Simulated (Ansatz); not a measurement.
# As: equation of state with LDA

The system is As.

```
CELL_PARAMETERS angstrom
1.88080 1.08588 3.51406
-1.88080 1.08588 3.51406
0.00000 -2.17176 3.51406
ATOMIC_POSITIONS crystal
As 0.22600 0.22600 0.22600
As 0.77400 0.77400 0.77400
```

```json
{
  "Program": "Ansatz 0.2.0",
  "Task": "equation of state",
  "Functional": "LDA",
  "Potentials or basis": "Ansatz PAW",
  "Cutoff": "420 eV",
  "Density cutoff": "1680 eV",
  "k mesh": "9 × 9 × 9",
  "Occupations": "fermi-dirac, width 0.05 eV",
  "Spin": "no spin polarisation"
}
```

```
Equilibrium volume                        : 21.15 Å³/atom
Bulk modulus at fixed shape and positions : 81 GPa
Pressure derivative of the bulk modulus   : 4.2
```

Energy against volume, from the lowest point:
```tsv
volume (Å³/atom)	energy (meV/atom)
20.239	10.72
20.669	2.88
21.100	0.00
21.530	1.60
21.961	7.22
22.392	16.47
22.822	28.99
```

All runs of the series together: 14 s on 2 threads of AMD EPYC 7R43 64-Core Processor (Zen 3) (shared host).

Caveat: the cell was scaled at fixed shape and fractional positions, which overstates the stiffness of a crystal with free parameters, most of all of layers and chains.
